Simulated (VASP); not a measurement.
Wanted: the native input for a VASP 6.6.1 run.

- Task: single point
- Functional: PBE
- Potentials or basis: VASP PAW PBE potentials, release 64 (K_sv, Br)
- Cutoff: 520 eV
- k mesh: 6 × 6 × 6
- Occupations: gaussian, width 0.02 eV
- Spin: no spin polarisation
- Dipole correction: no
- Further INCAR settings: ALGO = Fast; EDIFF = 1e-06; NBANDS = 15

The structure of KBr lies in POSCAR:

```
KBr
1.0
    3.5997587902      0.0000000000      0.0000000000
    0.0000000000      3.5997587902      0.0000000000
    0.0000000000      0.0000000000      3.5997587902
K Br
1 1
Direct
    0.0000000000      0.0000000000      0.0000000000
    0.5000000000      0.5000000000      0.5000000000
```

Measurements of this composition are mostly on another form, of space group No. 225.

The cell isn't the ideal one: F replaced by Br, lengths x 1.145, strained and moved within the space group.

The input as run:

INCAR

```
PREC = Accurate
ENCUT = 520
EDIFF = 1E-6
ISMEAR = 0
SIGMA = 0.02
LREAL = False
LASPH = True
NELM = 100
ALGO = Fast
ISIF = 2
LWAVE = False
LCHARG = True
GGA = PE
LELF = True
LVHAR = True
NBANDS = 15
```

KPOINTS

```
regular mesh
0
Gamma
  6 6 6
```

Potentials or basis: VASP PAW PBE potentials, release 64 (K_sv, Br).

Launch:

```console
$ cat potpaw_PBE.64/K_sv/POTCAR potpaw_PBE.64/Br/POTCAR > POTCAR
$ mpirun -np 1 vasp_std > vasp.out
```

Results of the run:

| Quantity | Value |
| --- | --- |
| Pressure | 12.6 GPa |
| Band gap on the k mesh | 5.06 eV, direct |

Wall time 16 s on 1 thread of Intel(R) Xeon(R) Platinum 8488C (Sapphire Rapids), on a shared host, peak memory 0.15 GiB.
